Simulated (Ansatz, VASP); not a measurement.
## SnTe in VASP and in Ansatz

```
Sn Te
1.0
     3.96800   -0.11714   -0.03475
    -0.11714    3.96682    0.02171
    -0.03475    0.02171    3.84742
Sn Te
1 1
Direct
  0.99230 0.99831 0.98681
  0.50770 0.50169 0.51319
```

Change from the starting cell: all atoms moved at random, cell strained at random.

Alike in both runs: task single point; functional PBE; k mesh 10 × 10 × 10; occupations gaussian, width 0.1 eV; no spin polarisation.

|  | VASP | Ansatz |
| --- | --- | --- |
| version | VASP 6.6.1 | Ansatz 0.2.0 |
| potentials or method | VASP PAW PBE potentials, release 64 (Sn_d, Te) | scalar-relativistic, plane waves, PAW |
| plane-wave cutoff (eV) | 520 | 420 |
| valence electrons in the cell | 20 | 30 |

|  | VASP | Ansatz | Ansatz less VASP |
| --- | --- | --- | --- |
| gap on the k mesh at the Fermi level (eV) | none | none | - |
| pressure (GPa) | -0.9 | -0.9 | +0.04 |
| largest component of the traceless stress (GPa) | 0.71 | 0.71 | +0.002 |
| rms of the force components (eV/Å) | 0.036 | 0.037 | +0.0007 |

Atom by atom the forces differ by 0.001 eV/Å (rms over components). A gap of «none» marks a metal or a gap that the smearing closes. The two sets of potentials don't hold the same shells in valence.

Spin-orbit coupling is left out, which matters for the levels of Te.
